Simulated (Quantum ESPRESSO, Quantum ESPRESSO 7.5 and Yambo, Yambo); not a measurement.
## A GW chain in Yambo: CdTe (F-43m)

Aim: the G0W0 gap of CdTe (F-43m) on PBE, step by step.

Program: Quantum ESPRESSO 7.5 and Yambo 5.3.0. Level of theory: PBE and many-body steps on it, plane waves. Results are calculated unless marked as measured.

**What was measured.**

- Gap 1.32 ± 0.02 eV: direct optical gap from Tauc analysis, 2.5 h deposition; UV-vis diffuse reflectance; film (electrodeposited 2.5 h on FTO, nearly stoichiometric) (“Electrodeposition of CdTe Thin Films for Solar Energy Water Splitting”, 2020, pmc:7177234).

- Gap 1.592 eV: near-band-edge L1 bound-exciton energy extrapolated to 0 K (Varshni), slightly below the true gap; temperature-dependent photoluminescence; 0 K; bulk crystal (vertical Bridgman single crystal) (“Photoluminescence characteristics of Cd1-xMnxTe single crystals grown by the vertical Bridgman method”, 2012, pmc:3275455).

- Gap 1.48 ± 0.02 eV: direct optical gap from Tauc analysis, 1.5 h deposition; UV-vis diffuse reflectance; film (electrodeposited 1.5 h on FTO, Te-rich) (“Electrodeposition of CdTe Thin Films for Solar Energy Water Splitting”, 2020, pmc:7177234).

Report form: the programs' logs are mostly left out.

## Step 1: Set-up

The structure is cubic, space group F-43m (No. 216). Conventional cell: a = 6.480 Å, b = 6.480 Å, c = 6.480 Å, α = 90.00°, β = 90.00°, γ = 90.00°. Nearest to Cd lie 4 Te at 2.81 Å. Nearest to Te lie 4 Cd at 2.81 Å. Farther neighbours and most contacts between anions are not listed.

The cell and positions come from the Crystallography Open Database and are kept as given unless a step says otherwise. Spin-orbit coupling is left out unless a step names it.

## Step 2: Ground state

This step: Quantum ESPRESSO 7.5; DFT, PBE, plane waves, norm-conserving pseudopotentials.

The ground-state density comes first.

pw.in reads:

```
&control
  calculation = 'scf'
  prefix = 'x'
  outdir = 'o'
  pseudo_dir = 'pseudo'
/
&system
  ibrav = 0
  nat = 2
  ntyp = 2
  ecutwfc = 94.0
  nbnd = 27
  force_symmorphic = .true.
/
&electrons
  conv_thr = 1e-10
  electron_maxstep = 80
  mixing_beta = 0.5
/
ATOMIC_SPECIES
  Cd 112.41 Cd.upf
  Te 127.6 Te.upf
CELL_PARAMETERS angstrom
  0.0000000000 3.2400000000 3.2400000000
  3.2400000000 0.0000000000 3.2400000000
  3.2400000000 3.2400000000 0.0000000000
ATOMIC_POSITIONS crystal
  Cd 0.0000000000 0.0000000000 0.0000000000
  Te 0.2500000000 0.2500000000 0.2500000000
K_POINTS automatic
  6 6 6 0 0 0
```

The run is started by

```bash
$ OMP_NUM_THREADS=1 mpirun -n 8 pw.x -nk 8 -in pw.in > pw.out
```

Wall time 11 s (8 MPI ranks of Arm Neoverse V1, shared host); peak memory 0.7 GiB.

Numbers from this step:

```yaml
total_energy: -12404.6757 eV
gap: 0.7705 eV
k_of_the_valence_top: 0, 0, 0
k_of_the_conduction_bottom: 0, 0, 0
least_direct_gap: 0.7705 eV
```

The gap is direct, at Γ.

## Step 3: Bands along the symmetry lines

Levels along a band path, at the cheap level, show where the edges lie and whether the meshes to come will hold them.

pw.in reads:

```
&control
  calculation = 'bands'
  prefix = 'x'
  outdir = 'o'
  pseudo_dir = 'pseudo'
/
&system
  ibrav = 0
  nat = 2
  ntyp = 2
  ecutwfc = 94.0
  nbnd = 28
  force_symmorphic = .true.
/
&electrons
  conv_thr = 1e-9
  electron_maxstep = 80
  diago_full_acc = .true.
  diago_thr_init = 5e-6
/
ATOMIC_SPECIES
  Cd 112.41 Cd.upf
  Te 127.6 Te.upf
CELL_PARAMETERS angstrom
  0.0000000000 3.2400000000 3.2400000000
  3.2400000000 0.0000000000 3.2400000000
  3.2400000000 3.2400000000 0.0000000000
ATOMIC_POSITIONS crystal
  Cd 0.0000000000 0.0000000000 0.0000000000
  Te 0.2500000000 0.2500000000 0.2500000000
K_POINTS crystal
  50
  0.00000000 0.00000000 0.00000000 1
  -0.06250000 -0.06250000 0.00000000 1
  -0.12500000 -0.12500000 0.00000000 1
  -0.18750000 -0.18750000 0.00000000 1
  -0.25000000 -0.25000000 0.00000000 1
  -0.31250000 -0.31250000 0.00000000 1
  -0.37500000 -0.37500000 0.00000000 1
  -0.43750000 -0.43750000 0.00000000 1
  -0.50000000 -0.50000000 0.00000000 1
  -0.48437500 -0.48437500 0.03125000 1
  -0.46875000 -0.46875000 0.06250000 1
  -0.45312500 -0.45312500 0.09375000 1
  -0.43750000 -0.43750000 0.12500000 1
  -0.42187500 -0.42187500 0.15625000 1
  -0.40625000 -0.40625000 0.18750000 1
  -0.39062500 -0.39062500 0.21875000 1
  -0.37500000 -0.37500000 0.25000000 1
  -0.37500000 0.00000000 0.37500000 1
  -0.32812500 0.00000000 0.32812500 1
  -0.28125000 0.00000000 0.28125000 1
  -0.23437500 0.00000000 0.23437500 1
  -0.18750000 0.00000000 0.18750000 1
  -0.14062500 0.00000000 0.14062500 1
  -0.09375000 0.00000000 0.09375000 1
  -0.04687500 0.00000000 0.04687500 1
  0.00000000 0.00000000 0.00000000 1
  0.00000000 0.00000000 0.06250000 1
  0.00000000 0.00000000 0.12500000 1
  0.00000000 0.00000000 0.18750000 1
  0.00000000 0.00000000 0.25000000 1
  0.00000000 0.00000000 0.31250000 1
  0.00000000 0.00000000 0.37500000 1
  0.00000000 0.00000000 0.43750000 1
  0.00000000 0.00000000 0.50000000 1
  -0.06250000 -0.03125000 0.46875000 1
  -0.12500000 -0.06250000 0.43750000 1
  -0.18750000 -0.09375000 0.40625000 1
  -0.25000000 -0.12500000 0.37500000 1
  -0.31250000 -0.15625000 0.34375000 1
  -0.37500000 -0.18750000 0.31250000 1
  -0.43750000 -0.21875000 0.28125000 1
  -0.50000000 -0.25000000 0.25000000 1
  -0.50000000 -0.28125000 0.21875000 1
  -0.50000000 -0.31250000 0.18750000 1
  -0.50000000 -0.34375000 0.15625000 1
  -0.50000000 -0.37500000 0.12500000 1
  -0.50000000 -0.40625000 0.09375000 1
  -0.50000000 -0.43750000 0.06250000 1
  -0.50000000 -0.46875000 0.03125000 1
  -0.50000000 -0.50000000 0.00000000 1
```

Wall time 8.9 s (8 MPI ranks); peak memory 0.62 GiB; 67 s of CPU time.

Numbers from this step:

* gap: 0.7705 eV
* k of the valence top: 0, 0, 0
* k of the conduction bottom: 0, 0, 0
* least direct gap: 0.7705 eV

The gap is 0.770 eV, as in the run before at this level.

The electronic bands at the labelled points (eV, zero at the top of the highest filled band):

| point | band 19 | band 20 | band 21 | band 22 | band 23 | band 24 | band 25 | band 26 |
| --- | --- | --- | --- | --- | --- | --- | --- | --- |
| Γ | -8.02 | 0.00 | 0.00 | 0.00 | 0.77 | 4.62 | 4.62 | 4.62 |
| halfway | -7.99 | -2.66 | -1.08 | -1.08 | 2.95 | 3.34 | 6.49 | 6.49 |
| X | -7.53 | -4.30 | -1.86 | -1.86 | 2.62 | 2.68 | 8.83 | 9.15 |
| halfway | -7.51 | -4.27 | -2.15 | -1.78 | 2.72 | 3.25 | 8.10 | 8.50 |
| U | -7.48 | -4.20 | -2.55 | -1.54 | 2.91 | 4.53 | 7.36 | 7.48 |
| jump to K | -7.48 | -4.20 | -2.55 | -1.54 | 2.91 | 4.53 | 7.36 | 7.48 |
| halfway | -7.96 | -3.01 | -1.49 | -0.45 | 2.83 | 4.89 | 5.33 | 5.45 |
| Γ | -8.02 | 0.00 | 0.00 | 0.00 | 0.77 | 4.62 | 4.62 | 4.62 |
| halfway | -8.02 | -2.72 | -0.43 | -0.43 | 1.99 | 5.17 | 5.17 | 5.37 |
| L | -7.67 | -4.42 | -0.77 | -0.77 | 1.82 | 5.21 | 5.21 | 7.07 |
| halfway | -7.57 | -4.23 | -2.06 | -1.26 | 3.24 | 4.61 | 5.99 | 7.21 |
| W | -7.45 | -4.18 | -2.32 | -2.19 | 4.26 | 4.69 | 5.57 | 6.32 |
| halfway | -7.49 | -4.24 | -2.10 | -2.04 | 3.32 | 3.32 | 7.47 | 7.56 |
| X | -7.53 | -4.30 | -1.86 | -1.86 | 2.62 | 2.68 | 8.83 | 9.15 |

## Step 4: Empty states on the mesh, 4×4×4 mesh, 122 bands

The sums over transitions need many empty states on a uniform mesh; this step solves for them.

pw.in reads:

```
&control
  calculation = 'nscf'
  prefix = 'x'
  outdir = 'o'
  pseudo_dir = 'pseudo'
/
&system
  ibrav = 0
  nat = 2
  ntyp = 2
  ecutwfc = 94.0
  nbnd = 122
  force_symmorphic = .true.
/
&electrons
  conv_thr = 1e-9
  electron_maxstep = 80
  diago_full_acc = .true.
  diago_thr_init = 5e-6
/
ATOMIC_SPECIES
  Cd 112.41 Cd.upf
  Te 127.6 Te.upf
CELL_PARAMETERS angstrom
  0.0000000000 3.2400000000 3.2400000000
  3.2400000000 0.0000000000 3.2400000000
  3.2400000000 3.2400000000 0.0000000000
ATOMIC_POSITIONS crystal
  Cd 0.0000000000 0.0000000000 0.0000000000
  Te 0.2500000000 0.2500000000 0.2500000000
K_POINTS automatic
  4 4 4 0 0 0
```

The run is started by

```bash
$ OMP_NUM_THREADS=1 mpirun -n 8 pw.x -nk 4 -in pw.in > pw.out
```

Wall time 15 s (8 MPI ranks); peak memory 0.69 GiB; 1.9 min of CPU time.

This step gave:

- gap: 0.7705 eV
- k of the valence top: 0, 0, 0
- k of the conduction bottom: 0, 0, 0
- least direct gap: 0.7705 eV
- k points computed: 8
- lowest point of the top converged band, above the valence top: 65.9721 eV

On this mesh the gap is 0.770 eV.

## Step 5: Conversion and set-up

This step: Yambo 5.3.0; conversion and set-up on PBE, plane waves, norm-conserving pseudopotentials.

The states are converted to the many-body program's format and the q mesh is built.

The run is started by

```bash
$ (cd o/x.save; p2y > p2y.log; mv SAVE ../..); yambo > setup.log
```

Elapsed: 3.7 s, on 1 MPI rank; peak memory 0.26 GiB.

## Step 6: Screening and self-energy, 4×4×4 mesh, 122 bands, screening to 129.3 eV

G0W0 replaces the xc potential by the self-energy, built once from these orbitals. Only a window of levels is corrected, while the sums run over the empty bands that the input names.

This step: G0W0 on PBE, plane waves, norm-conserving pseudopotentials.

gw1.in reads:

```
HF_and_locXC
gw0
dyson
ppa
em1d
rim_cut
RandQpts= 1000000
RandGvec= 1 RL
EXXRLvcs= 94 Ry
VXCRLvcs= 376 Ry
Chimod= "HARTREE"
% BndsRnXp
 1 | 122 |
%
NGsBlkXp= 9.5 Ry
% LongDrXp
 1 | 1 | 1 |
%
% GbndRnge
 1 | 122 |
%
DysSolver= "n"
ExtendOut
PPAPntXp= 27.21138 eV
% QPkrange
 1 | 1 | 21 | 24 |
%
```

The run is started by

```bash
$ OMP_NUM_THREADS=1 mpirun -n 8 yambo -F gw1.in -J gw1 -C gw1 > gw1.log
```

Wall time 2.5 min (8 MPI ranks); peak memory 4.7 GiB; 19 min of CPU time.

This step gave:

```
G0W0 gap on the points computed              : 1.533 eV
starting gap on the mesh                     : 0.7705 eV
k of the valence top                         : 0, 0, 0
k of the conduction bottom                   : 0, 0, 0
least direct G0W0 gap on the computed points : 1.533 eV
Z at the valence top                         : 0.7991
Z at the conduction bottom                   : 0.8110
```

The gap on the mesh goes from 0.77 eV to 1.53 eV, a correction of +0.76 eV.

Limits: finite bands, cutoff and mesh; no spin-orbit coupling; coarse k mesh. v1 is the top filled band, c1 the lowest empty one. The levels before and after the correction (eV, zero at the valence-band top of each column):

|  | conduction bottom | valence top |
| --- | --- | --- |
| Kohn-Sham | 0.77 | 0.00 |
| G0W0 | 1.53 | 0.00 |

|  | level | energy (eV) |
| --- | --- | --- |
| Kohn-Sham | Γ v2-v1 | 0.000 |
| Kohn-Sham | Γ c1 | 0.770 |
| Kohn-Sham | Γ c2 | 4.620 |
| G0W0 | Γ v2-v1 | 0.000 |
| G0W0 | Γ c1 | 1.533 |
| G0W0 | Γ c2 | 5.276 |

## Step 7: Where the time went

Times are wall times on the hardware named with each run, good to a factor of about two.

| step | time | share | memory (GiB) |
| --- | --- | --- | --- |
| ground state | 11 s | 6 % | 0.7 |
| bands along the symmetry lines | 8.9 s | 5 % | 0.62 |
| empty states on the mesh | 15 s | 8 % | 0.69 |
| conversion and set-up | 3.7 s | 2 % | 0.26 |
| screening and self-energy | 2.5 min | 80 % | 4.7 |

## Step 8: Results

* PBE gap: 0.77 eV, direct
* G0W0 gap on the mesh: 1.53 eV
* GW settings: 4×4×4 mesh, 122 bands, screening to 129.3 eV, Godby-Needs plasmon pole
* known limits: not at the basis limit; no spin-orbit coupling; coarse k mesh

**Reading.** G0W0 moves the gap on the mesh from 0.77 eV to 1.53 eV (+0.76 eV), with Z of 0.80 and 0.81 at the edges. Only 1 of the mesh's irreducible points was corrected, so a valley elsewhere could overtake. The dearest step here is «screening and self-energy». Against experiment, by G0W0@PBE: the direct gap of 1.53 eV lies +0.21 eV from the measured 1.32 ± 0.02 eV (direct, 2020); the direct gap of 1.53 eV lies −0.06 eV from the measured 1.592 eV (exciton, 0 K, 2012); the direct gap of 1.53 eV lies +0.05 eV from the measured 1.48 ± 0.02 eV (direct, 2020). An exciton line or allowed optical edge lies below the quasiparticle gap by the binding energy; a forbidden edge can push the onset above it. The calculation has static nuclei and no excitons; a measured gap holds zero-point and thermal motion, which mostly lowers it. With atoms this heavy the missing spin-orbit coupling can matter too. Bands and cutoff are finite, so the gap is not at the basis limit. The miss can reach some tenths of an eV and take either sign; the mesh is an error of its own. In the G0W0 run levels were corrected at 1 k point alone, so a gap called «on the mesh» is the least over those, and an edge elsewhere would be missed. The 4×4×4 mesh is coarse for this cell, which bears on the long-range parts of exchange and screening.

[Paths, hosts, dates, memory and timing lines, banners, echoed tables and standing remarks are left out of the program output.]

[Logs are printed without paths, hosts, clocks, repeated set-up lines and the standing remarks that a program may print on its own settings, such as how far it seeks lower states.]

[Runs of the session that timed out or met a known fault of the program may be left out.]

[Hosts, paths, dates, database ids (printed as entryN), source tags and the programs' standing remarks are cut or masked in the printed files.]
